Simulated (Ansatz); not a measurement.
Runs of Ansatz 0.2.0 on SnTe. It takes space group Fm-3m (No. 225, cubic). Conventional cell: a = 6.302 Å, b = 6.302 Å, c = 6.302 Å, α = 90.00°, β = 90.00°, γ = 90.00°. Te (site symmetry m-3m) is surrounded by 6 Sn at 3.15 Å. Around Sn (site symmetry m-3m) lie 6 Te at 3.15 Å. 

```tsv
task	level	potentials or basis	cell	cutoff (eV)	pressure (GPa)	V0 of scaled cells (Å³/atom)	relaxed volume (Å³/atom)	B0 (GPa)
equation of state	PBEsol	PseudoDojo stringent	as given	1388	-	31.07	-	47
relaxation of cell and atoms	PBEsol+D4	Ansatz PAW	relaxed	420	0.0	-	(b)	-
equation of state	PBEsol	Ansatz PAW earlier set	as given	640	-	(a)	-	47
relaxation of cell and atoms	PBEsol	Ansatz PAW	relaxed	420	0.0	-	31.03	-
relaxation of cell and atoms	PBEsol+D3(BJ)-ATM	Ansatz PAW	relaxed	420	0.0	-	29.84	-
```

Alike in all rows: no spin polarisation; k mesh 7 × 7 × 7; smearing fermi-dirac 0.05 eV.

Task: Fill in the values left out.

Result: (a) 31.03; (b) 30.25.

Caveats: the plane-wave basis is chosen anew once the cell has moved, so the energies of steps on either side of that aren't comparable (some runs); the PAW data sets come from PBE, with cores solved anew for the run's functional, which leaves a small shift of forces and pressure (some runs).
